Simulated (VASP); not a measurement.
Input of a VASP 6.6.1 run:

INCAR

```
SYSTEM = Os
  ALGO = Normal
  EDIFF = 1E-6
  ENCUT = 520
  GGA = PS
  ISIF = 2
  ISMEAR = 0
  LASPH = .TRUE.
  LCHARG = .FALSE.
  LREAL = .FALSE.
  LWAVE = .FALSE.
  NBANDS = 10
  NELM = 100
  PREC = Accurate
  SIGMA = 0.1
```

The input KPOINTS:

```
k-points
0
G
  18 18 18
  0 0 0
```

POSCAR

```
Os
1.0
    0.1556000000      2.0225277000      2.0225277000
    2.0225277000      0.1556000000      2.0225277000
    2.0225277000      2.0225277000      0.1556000000
Os
1
Direct
    0.0000000000      0.0000000000      0.0000000000
```

Potentials or basis: VASP PAW PBE potentials, release 64 (Os).

Command:

```console
$ cat potpaw_PBE.64/Os/POTCAR > POTCAR
$ mpirun -np 1 vasp_std > vasp.out
```

(1) Estimate the band gap on the k mesh.

(2) Predict the pressure.

Answers

(1) none (metal or under the smearing width).

(2) -11.0 GPa.

Caveat: the PAW data sets were made with another functional, which shifts forces and pressure a little.
